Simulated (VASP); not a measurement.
# KBr (Fm-3m) in VASP: single point with PBE

Aim: the single point of KBr with PBE.

All numbers are computed with VASP 6.6.1; they aren't measurements. Logs are shortened: lines on timing, memory, paths and dates and some standing lists are left out, and cuts for length are marked.

### Step 1. Starting point

It takes space group Fm-3m (No. 225, cubic). Conventional cell: a = 6.600 Å, b = 6.600 Å, c = 6.600 Å, α = 90.00°, β = 90.00°, γ = 90.00°. K (site symmetry m-3m) has 6 Br at 3.30 Å as nearest neighbours. Around Br (site symmetry m-3m) lie 6 K at 3.30 Å.

### Step 2. Single point, PBE

INCAR reads:

```
  PREC = Accurate
  ENCUT = 520
  EDIFF = 1E-6
  ISMEAR = 0
  SIGMA = 0.01
  LREAL = F
  LASPH = T
  NELM = 80
  ALGO = Normal
  ISIF = 2
  LWAVE = F
  LCHARG = T
  GGA = PE
  LELF = T
  LVHAR = T
  NBANDS = 15
```

KPOINTS reads:

```
Automatic mesh
0
Gamma
  5 5 5
```

POSCAR reads:

```
KBr
1.0
    0.0000000000      3.3000000000      3.3000000000
    3.3000000000      0.0000000000      3.3000000000
    3.3000000000      3.3000000000      0.0000000000
K Br
1 1
Direct
    0.0000000000      0.0000000000      0.0000000000
    0.5000000000      0.5000000000      0.5000000000
```

Potentials or basis: VASP PAW PBE potentials, release 64 (K_sv, Br).

Launch:

```console
$ cat potpaw_PBE.64/K_sv/POTCAR potpaw_PBE.64/Br/POTCAR > POTCAR
$ mpirun -np 1 vasp_std > vasp.out
```

OUTCAR:

```text
PREC = Accurate
   ENCUT = 520
   EDIFF = 1E-6
   ISMEAR = 0
   LREAL = F
   LASPH = T
   NELM = 80
   ISIF = 2
   GGA = PE

 ion  position               nearest neighbor table
   1  0.000  0.000  0.000-   2 3.30   2 3.30   2 3.30   2 3.30   2 3.30   2 3.30
   2  0.500  0.500  0.500-   1 3.30   1 3.30   1 3.30   1 3.30   1 3.30   1 3.30

  LATTYP: Found a face centered cubic cell.
 ALAT       =     6.6000000000

  Lattice vectors:

 A1 = (   0.0000000000,   3.3000000000,   3.3000000000)
 A2 = (   3.3000000000,   0.0000000000,   3.3000000000)
 A3 = (   3.3000000000,   3.3000000000,   0.0000000000)

Analysis of symmetry for initial positions (statically):
=====================================================================
 Subroutine PRICEL returns:
 Original cell was already a primitive cell.

 Routine SETGRP: Setting up the symmetry group for a
 face centered cubic supercell.

 Subroutine GETGRP returns: Found 48 space group operations
 (whereof 48 operations were pure point group operations)
 out of a pool of 48 trial point group operations.

The static configuration has the point symmetry O_h .

Analysis of symmetry for dynamics (positions and initial velocities):
=====================================================================
 Subroutine PRICEL returns:
 Original cell was already a primitive cell.

 Routine SETGRP: Setting up the symmetry group for a
 face centered cubic supercell.

 Subroutine GETGRP returns: Found 48 space group operations
 (whereof 48 operations were pure point group operations)
 out of a pool of 48 trial point group operations.

The dynamic configuration has the point symmetry O_h .

 Subroutine INISYM returns: Found 48 space group operations
 (whereof 48 operations are pure point group operations),
 and found     1 'primitive' translations

----------------------------------------------------------------------------------------

                                     Primitive cell

  volume of cell :      71.8740

  direct lattice vectors                    reciprocal lattice vectors
     0.000000000  3.300000000  3.300000000    -0.151515152  0.151515152  0.151515152
     3.300000000  0.000000000  3.300000000     0.151515152 -0.151515152  0.151515152
     3.300000000  3.300000000  0.000000000     0.151515152  0.151515152 -0.151515152

  length of vectors
     4.666904756  4.666904756  4.666904756     0.262431941  0.262431941  0.262431941

  position of ions in fractional coordinates (direct lattice)
     0.000000000  0.000000000  0.000000000
     0.500000000  0.500000000  0.500000000

  ion indices of the primitive-cell ions
   primitive index   ion index
                 1           1
                 2           2

----------------------------------------------------------------------------------------

 KPOINTS: Automatic mesh

Automatic generation of k-mesh.
 Grid dimensions read from file:
 generate k-points for:    5    5    5

 Generating k-lattice:

  Cartesian coordinates                     Fractional coordinates (reciprocal lattice)
    -0.030303030  0.030303030  0.030303030     0.200000000  0.000000000  0.000000000
     0.030303030 -0.030303030  0.030303030     0.000000000  0.200000000  0.000000000
     0.030303030  0.030303030 -0.030303030     0.000000000  0.000000000  0.200000000

  Length of vectors
     0.052486388  0.052486388  0.052486388

  Shift w.r.t. Gamma in fractional coordinates (k-lattice)
     0.000000000  0.000000000  0.000000000

 Subroutine IBZKPT returns following result:
 ===========================================

 Found     10 irreducible k-points:

 Following reciprocal coordinates:
            Coordinates               Weight
  0.000000  0.000000  0.000000      1.000000
  0.200000  0.000000  0.000000      8.000000
  0.400000  0.000000  0.000000      8.000000
  0.200000  0.200000  0.000000      6.000000
  0.400000  0.200000  0.000000     24.000000
 -0.400000  0.200000  0.000000     24.000000
 -0.200000  0.200000  0.000000     12.000000
  0.400000  0.400000  0.000000      6.000000
 -0.400000  0.400000  0.000000     12.000000
 -0.400000  0.400000  0.200000     24.000000
   k-points           NKPTS =     10   k-points in BZ     NKDIM =     10   number of bands    NBANDS=     15
   number of dos      NEDOS =    301   number of ions     NIONS =      2
   total plane-waves  NPLWV =  46656
   dimension x,y,z NGX =    36 NGY =   36 NGZ =   36
   dimension x,y,z NGXF=    72 NGYF=   72 NGZF=   72
   ions per type =               1   1
   NGX,Y,Z   is equivalent  to a cutoff of  12.82, 12.82, 12.82 a.u.
   NGXF,Y,Z  is equivalent  to a cutoff of  25.65, 25.65, 25.65 a.u.
 SYSTEM =  unknown system
   PREC   = accura    normal or accurate (medium, high low for compatibility)
   ISTART =      0    job   : 0-new  1-cont  2-samecut
   ICHARG =      2    charge: 1-file 2-atom 10-const
   ISPIN  =      1    spin polarized calculation?
   LNONCOLLINEAR =      F non collinear calculations
   LSORBIT =      F    spin-orbit coupling
   LASPH  =      T    aspherical Exc in radial PAW
   ENCUT  =  520.0 eV  38.22 Ry    6.18 a.u.   8.68  8.68  8.68*2*pi/ulx,y,z
   NELM   =     80;   NELMIN=  2; NELMDL= -5     # of ELM steps
   EDIFF  = 0.1E-05   stopping-criterion for ELM
   LREAL  =      F    real-space projection
   EDIFFG = 0.1E-04   stopping-criterion for IOM
   NSW    =      0    number of steps for IOM
   IBRION =     -1    ionic relax: 0-MD 1-quasi-New 2-CG
   NFREE  =      0    steps in history (QN), initial steepest desc. (CG)
   ISIF   =      2    stress and relaxation
   ISYM   =      2    0-nonsym 1-usesym 2-fastsym
   POTIM  = 0.5000    time-step for ionic-motion
   TEBEG  =    0.0;   TEEND  =   0.0 temperature during run
   PSTRESS=    0.0 pullay stress
   NELECT =      16.0000    total number of electrons
   NUPDOWN=      -1.0000    fix difference up-down
   EMIN   =  10.00;   EMAX   =-10.00  energy-range for DOS
   EFERMI =   0.00;   METHOD = LEGACY
   ISMEAR =     0;   SIGMA  =   0.01  broadening in eV -4-tet -1-fermi 0-gaus
   EFERMI_NEDOS =   21; number of points for ismear=-14 and -15
   IALGO  =     38    algorithm
   IMIX   =      4    mixing-type and parameters
     AMIX     =   0.40;   BMIX     =  1.00
     AMIX_MAG =   1.60;   BMIX_MAG =  1.00
  volume/ion in A,a.u.               =      35.94       242.51
  Fermi-wavevector in a.u.,A,eV,Ry     =   0.992181  1.874950 13.393889  0.984423
  Thomas-Fermi vector in A             =   2.123975
   LORBIT       =      0    0 simple, 1 ext, 2 COOP (PROOUT), +10 PAW based schemes
   GGA     = PE    functional components
   LHFCALC =     F    Hartree Fock is set to
   AEXX    =    0.0000 exact exchange contribution
   IVDW    =     0    specifies the selected vdW correction
   LEPSILON=     F    determine dielectric tensor
   LRPA    =     F    only Hartree local field effects (RPA)
 non-spin polarized calculation
 Gauss-broadening in eV      SIGMA  =   0.01
  energy-cutoff  :      520.00
  volume of cell :       71.87
 maximum number of plane-waves:      1956
   NGX = 17   NGY = 17   NGZ = 17

 number of electron      15.9999997 magnetization

 Free energy of the ion-electron system (eV)
  ---------------------------------------------------
  ext. energy  EPLUGINS =         0.00000000
  ---------------------------------------------------
  free energy    TOTEN  =        -6.21504486 eV

  energy without entropy =       -6.21504486  energy(sigma->0) =       -6.21504486

 E-fermi :  -1.6056     XC(G=0):  -7.3706

 val. band max:       -1.7405327087   @ k =   0.0000   0.0000   0.0000
 cond. band min:       2.6933387674   @ k =   0.0000   0.0000   0.0000
 fundamental gap:      4.4338714761
 Fermi energy:        -1.6056357338

 k-point     1 :       0.0000    0.0000    0.0000
  band No.  band energies     occupation
      1     -29.5217      2.00000
      2     -14.0327      2.00000
      3     -12.9990      2.00000
      4     -12.9990      2.00000
      5     -12.9990      2.00000
      6      -1.7405      2.00000
      7      -1.7405      2.00000
      8      -1.7405      2.00000
      9       2.6933      0.00000
     10       5.8635      0.00000
     11       5.8635      0.00000
     12       5.8635      0.00000
     13       6.6868      0.00000
     14       6.6868      0.00000
     15       9.8618      0.00000

 k-point     2 :       0.2000    0.0000    0.0000
  band No.  band energies     occupation
      1     -29.5198      2.00000
      2     -14.1021      2.00000
      3     -13.0010      2.00000
      4     -13.0010      2.00000
      5     -12.9054      2.00000
      6      -2.2284      2.00000
      7      -1.8618      2.00000
      8      -1.8618      2.00000
      9       3.5844      0.00000
     10       5.7130      0.00000
     11       6.3242      0.00000
     12       6.3242      0.00000
     13       7.1950      0.00000
     14       7.1950      0.00000
     15      10.8437      0.00000

 k-point     3 :       0.4000    0.0000    0.0000
  band No.  band energies     occupation
      1     -29.5166      2.00000
      2     -14.1961      2.00000
      3     -13.0041      2.00000
      4     -13.0041      2.00000
      5     -12.7712      2.00000
      6      -2.8301      2.00000
      7      -2.0437      2.00000
      8      -2.0437      2.00000
      9       4.7136      0.00000
     10       6.2630      0.00000
     11       7.5009      0.00000
     12       7.5009      0.00000
     13       8.2797      0.00000
     14       8.2797      0.00000
     15       9.3766      0.00000

 k-point     4 :       0.2000    0.2000    0.0000
  band No.  band energies     occupation
      1     -29.5192      2.00000
      2     -14.0842      2.00000
      3     -13.0113      2.00000
      4     -13.0113      2.00000
      5     -12.9126      2.00000
      6      -2.3093      2.00000
      7      -1.8572      2.00000
      8      -1.8572      2.00000
      9       3.7533      0.00000
     10       5.0538      0.00000
     11       6.8257      0.00000
     12       6.8257      0.00000
     13       6.9674      0.00000
     14       7.6012      0.00000
     15      10.7363      0.00000

 k-point     5 :       0.4000    0.2000    0.0000
  band No.  band energies     occupation
      1     -29.5165      2.00000
      2     -14.1115      2.00000
      3     -13.0196      2.00000
      4     -13.0171      2.00000
      5     -12.8697      2.00000
      6      -2.6192      2.00000
      7      -2.0767      2.00000
      8      -1.9957      2.00000
      9       4.7615      0.00000
     10       5.2444      0.00000
     11       7.5887      0.00000
     12       7.6267      0.00000
     13       7.8576      0.00000
     14       7.9896      0.00000
     15       9.3241      0.00000

 k-point     6 :      -0.4000    0.2000    0.0000
  band No.  band energies     occupation
      1     -29.5154      2.00000
      2     -14.1423      2.00000
      3     -13.0350      2.00000
      4     -13.0104      2.00000
      5     -12.8192      2.00000
      6      -2.7317      2.00000
      7      -2.2003      2.00000
      8      -2.0823      2.00000
      9       5.2141      0.00000
     10       6.1845      0.00000
     11       7.1710      0.00000
     12       7.8044      0.00000
     13       7.8395      0.00000
     14       8.9568      0.00000
     15       9.3331      0.00000

 k-point     7 :      -0.2000    0.2000    0.0000
  band No.  band energies     occupation
      1     -29.5175      2.00000
      2     -14.1378      2.00000
      3     -13.0258      2.00000
      4     -13.0004      2.00000
      5     -12.8373      2.00000
      6      -2.5641      2.00000
      7      -2.0147      2.00000
      8      -2.0038      2.00000
      9       4.5749      0.00000
     10       5.5554      0.00000
     11       6.7427      0.00000
     12       7.2000      0.00000
     13       7.6131      0.00000
     14       8.2469      0.00000
     15       9.5618      0.00000

 k-point     8 :       0.4000    0.4000    0.0000
  band No.  band energies     occupation
      1     -29.5151      2.00000
      2     -13.9835      2.00000
      3     -13.0315      2.00000
      4     -13.0315      2.00000
      5     -13.0289      2.00000
      6      -2.5698      2.00000
      7      -2.0050      2.00000
      8      -2.0050      2.00000
      9       4.2358      0.00000
     10       5.2236      0.00000
     11       7.5161      0.00000
     12       7.6196      0.00000
     13       8.5954      0.00000
     14       8.7735      0.00000
     15       8.7735      0.00000

 k-point     9 :      -0.4000    0.4000    0.0000
  band No.  band energies     occupation
      1     -29.5145      2.00000
      2     -14.0062      2.00000
      3     -13.0791      2.00000
      4     -13.0273      2.00000
      5     -12.9563      2.00000
      6      -2.4774      2.00000
      7      -2.2785      2.00000
      8      -2.0587      2.00000
      9       4.6199      0.00000
     10       6.1016      0.00000
     11       6.9892      0.00000
     12       7.5866      0.00000
     13       8.0283      0.00000
     14       8.6592      0.00000
     15       9.6079      0.00000

 k-point    10 :      -0.4000    0.4000    0.2000
  band No.  band energies     occupation
      1     -29.5149      2.00000
      2     -14.0615      2.00000
      3     -13.0495      2.00000
      4     -13.0419      2.00000
      5     -12.8923      2.00000
      6      -2.5328      2.00000
      7      -2.2154      2.00000
      8      -2.1596      2.00000
      9       5.2277      0.00000
     10       5.8251      0.00000
     11       6.6611      0.00000
     12       7.6897      0.00000
     13       8.4922      0.00000
     14       8.5983      0.00000
     15       9.4415      0.00000

------------------------ aborting loop because EDIFF is reached ----------------------------------------

  FORCE on cell =-STRESS in cart. coord.  units (eV):
  Direction    XX          YY          ZZ          XY          YZ          ZX
  --------------------------------------------------------------------------------------
  -------------------------------------------------------------------------------------
  Total        0.3389836      0.3389836      0.3389836      0.0000000      0.0000000      0.0000000
  in kB        7.5564434      7.5564434      7.5564434      0.0000000      0.0000000      0.0000000
  external PRESSURE =       7.5564434 kB  Pullay stress =       0.0000000 kB

 VOLUME and BASIS-vectors are now :
 -----------------------------------------------------------------------------
  energy-cutoff  :      520.00
  volume of cell :       71.87
      direct lattice vectors                 reciprocal lattice vectors
     0.000000000  3.300000000  3.300000000    -0.151515152  0.151515152  0.151515152
     3.300000000  0.000000000  3.300000000     0.151515152 -0.151515152  0.151515152
     3.300000000  3.300000000  0.000000000     0.151515152  0.151515152 -0.151515152

 POSITION                                       TOTAL-FORCE (eV/Angst)
 -----------------------------------------------------------------------------------
      0.00000      0.00000      0.00000        -0.000000     -0.000000     -0.000000
      3.30000      3.30000      3.30000         0.000000      0.000000      0.000000
 -----------------------------------------------------------------------------------
    total drift:                                0.000000      0.000000      0.000000

  FREE ENERGIE OF THE ION-ELECTRON SYSTEM (eV)
  ---------------------------------------------------
  free  energy   TOTEN  =        -6.2150448621 eV

  energy  without entropy=       -6.2150448621  energy(sigma->0) =       -6.21504486
```

It took 6.5 s on 1 thread of Intel Xeon 6975P-C (Granite Rapids), shared host; peak memory 0.2 GiB.

Results:

* Free energy: -6.2150 eV
* Pressure: 0.8 GPa
* Band gap on the k mesh: 4.43 eV, direct
